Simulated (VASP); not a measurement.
Input of a VASP 6.6.1 run:

Contents of INCAR:

```
SYSTEM = As
ALGO = Normal ; EDIFF = 1E-6
ENCUT = 520 ; ISIF = 2
ISMEAR = 0 ; LASPH = .True.
LCHARG = .True. ; LELF = .True.
LREAL = .False. ; LWAVE = .False.
NELM = 100 ; PREC = Accurate
SIGMA = 0.02
```

KPOINTS

```
k-points
0
Gamma
  10 10 10
  0 0 0
```

File POSCAR:

```
As
1.0
    2.7036817444      0.0000000000      0.0000000000
    0.0000000000      2.7036817444      0.0000000000
    0.0000000000      0.0000000000      2.7036817444
As
1
Direct
    0.5000000000      0.5000000000      0.5000000000
```

Potentials or basis: VASP PAW LDA potentials, release 64 (As).

Command:

```console
$ cat potpaw_LDA.64/As/POTCAR > POTCAR
$ mpirun -np 1 vasp_std > vasp.out
```

Q: What does it give for the pressure?

A: -2.8 GPa.

Q: What does it give for the band gap on the k mesh?

A: None (metal or under the smearing width).
